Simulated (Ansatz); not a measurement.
```
Na Cl
1.0
     0.00000    2.43094    2.43094
     2.43094    0.00000    2.43094
     2.43094    2.43094    0.00000
Na Cl
1 1
Direct
  0.00000 0.00000 0.00000
  0.50000 0.50000 0.50000
```

PBE orbitals in Ansatz, hand-made PAW set, wave cutoff 700 eV, 4×4×4 mesh, Wigner-Seitz cut of the exact exchange. The files were made with PBE, which bears on the Hartree-Fock expression through the cores.

The cell is then scaled evenly to 1.128 times this volume.

Energy change of the cell: PBE -0.594 eV (mean pressure +25.9 GPa).

(1) What change follows for the Hartree-Fock expression on the same orbitals?

Answers

(1) The Hartree-Fock expression on the same orbitals: -0.697 eV (mean pressure +30.5 GPa).

The cell is a model at fixed atoms and needn't be the relaxed known crystal. The mesh is coarse, so these steps aren't converged.
